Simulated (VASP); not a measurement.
Here is a VASP 6.6.1 calculation.

The input POSCAR:

```
C
1.0
    0.0000000000      1.7858054497      1.7858054497
    1.7858054497      0.0000000000      1.7858054497
    1.7858054497      1.7858054497      0.0000000000
  C
     2
Direct
     0.0000000000000000    0.0000000000000000    0.0000000000000000
     0.2500000000000000    0.2500000000000000    0.2500000000000000
```

Contents of INCAR.step1:

```
PREC = Accurate
ENCUT = 600
EDIFF = 1E-8
ISMEAR = 0
SIGMA = 0.03
LREAL = F
LASPH = T
NELM = 80
ALGO = Normal
ISIF = 3
LWAVE = F
LCHARG = F
GGA = PE
IBRION = 2
NSW = 40
EDIFFG = -0.002
```

File INCAR.step2:

```
PREC = Accurate
ENCUT = 600
EDIFF = 1E-8
ISMEAR = 0
SIGMA = 0.03
LREAL = F
LASPH = T
NELM = 80
ALGO = Normal
ISIF = 2
LWAVE = F
LCHARG = F
GGA = PE
IBRION = 6
NFREE = 2
POTIM = 0.015
NSW = 1
```

Contents of KPOINTS:

```
Automatic mesh
0
Gamma
  14 14 14
```

Potentials or basis: VASP PAW PBE potentials, release 64 (C).

Command:

```bash
$ cat potpaw_PBE.64/C/POTCAR > POTCAR
$ cp INCAR.step1 INCAR
$ mpirun -np 1 vasp_std > vasp.out
$ cp CONTCAR POSCAR
$ cp INCAR.step2 INCAR
$ mpirun -np 1 vasp_std > vasp.out
```

Problem. Estimate the highest phonon frequency at Γ.

Solution. 1293 cm⁻¹.

Phonon frequencies in cm⁻¹ (negative: imaginary):
```tsv
q point	frequencies
(0.000, 0.000, 0.000)	0 0 0 1293 1293 1293
```
